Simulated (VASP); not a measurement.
Here is a VASP 6.6.1 calculation.

Contents of INCAR:

```
SYSTEM = KTaO3
PREC = Accurate
ENCUT = 520
EDIFF = 1E-6
ISMEAR = 0
SIGMA = 0.02
LREAL = .FALSE.
LASPH = .TRUE.
NELM = 100
ALGO = Normal
ISIF = 2
LWAVE = .FALSE.
LCHARG = .FALSE.
GGA = PS
NBANDS = 27
```

The input KPOINTS:

```
regular mesh
0
G
  8 8 8
  0 0 0
```

File POSCAR:

```
KTaO3
1.0
    3.9856119727      0.0000000000      0.0000000000
    0.0000000000      3.9856119727      0.0000000000
    0.0000000000      0.0000000000      3.9856119727
K Ta O
1 1 3
Direct
    0.5000000000      0.5000000000      0.5000000000
    0.0000000000      0.0000000000      0.0000000000
    0.0000000000      0.5000000000      0.0000000000
    0.0000000000      0.0000000000      0.5000000000
    0.5000000000      0.0000000000      0.0000000000
```

Potentials or basis: VASP PAW PBE potentials, release 64 (K_sv, Ta_pv, O).

Run with:

```sh
$ cat potpaw_PBE.64/K_sv/POTCAR potpaw_PBE.64/Ta_pv/POTCAR potpaw_PBE.64/O/POTCAR > POTCAR
$ mpirun -np 1 vasp_std > vasp.out
```

Question: What does it give for the band gap on the k mesh?

Answer: 2.09 eV, indirect (least direct gap 2.71 eV).

Question: Predict the pressure.

Answer: 0.7 GPa.

Caveat: the PAW data sets were made with another functional, which shifts forces and pressure a little; spin-orbit coupling is left out, which moves the levels of the heavy elements. A hybrid or GW would open this gap; PBEsol tends to underestimate it.
